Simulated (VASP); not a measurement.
Set up this calculation in VASP 6.6.1, as the native input.

| Quantity | Value |
| --- | --- |
| Task | relaxation of cell and atoms |
| Functional | PBEsol |
| Potentials or basis | VASP PAW PBE potentials, release 64 (In_d, P) |
| Cutoff | 600 eV |
| k mesh | 8 × 8 × 8 |
| Occupations | gaussian, width 0.03 eV |
| Spin | no spin polarisation |
| Further INCAR settings | ALGO = Normal; EDIFF = 1e-06; IBRION = 2; EDIFFG = -0.01; NSW = 90; ISIF = 3 |

The structure of InP lies in POSCAR:

```
InP
1.0
    0.0000000000      2.9305000000      2.9305000000
    2.9305000000      0.0000000000      2.9305000000
    2.9305000000      2.9305000000      0.0000000000
In P
1 1
Direct
    0.0000000000      0.0000000000      0.0000000000
    0.2500000000      0.2500000000      0.2500000000
```

The input as run:

INCAR

```
  ALGO = Normal
  EDIFF = 1E-6
  EDIFFG = -0.01
  ENCUT = 600
  GGA = PS
  IBRION = 2
  ISIF = 3
  ISMEAR = 0
  KPAR = 8
  LASPH = T
  LCHARG = F
  LREAL = F
  LWAVE = F
  NELM = 80
  NSW = 90
  PREC = Accurate
  SIGMA = 0.03
```

KPOINTS

```
k-points
0
Gamma
  8 8 8
```

Potentials or basis: VASP PAW PBE potentials, release 64 (In_d, P).

Launch:

```sh
$ cat potpaw_PBE.64/In_d/POTCAR potpaw_PBE.64/P/POTCAR > POTCAR
$ mpirun -np 8 vasp_std > vasp.out
```

It gave:

```
Relaxed volume                         : 25.39 Å³/atom
Relaxed cell                           : a = 4.157 Å, b = 4.157 Å, c = 4.157 Å, α = 60.00°, β = 60.00°, γ = 60.00°
Space group after relaxing (to 0.05 Å) : F-43m (No. 216)
Energy gained by relaxing              : 0.4 meV/atom
Ionic steps                            : 3
Pressure after relaxing                : 0.0 GPa
Band gap on the k mesh                 : 0.57 eV, direct
```

Caveat: the PAW data sets were made with another functional, which shifts forces and pressure a little; spin-orbit coupling is left out, which moves the levels of the heavy elements.

Wall time 18 s on 8 MPI ranks on Intel(R) Xeon(R) Platinum 8488C (Sapphire Rapids) (shared host), peak memory 0.24 GiB a rank.
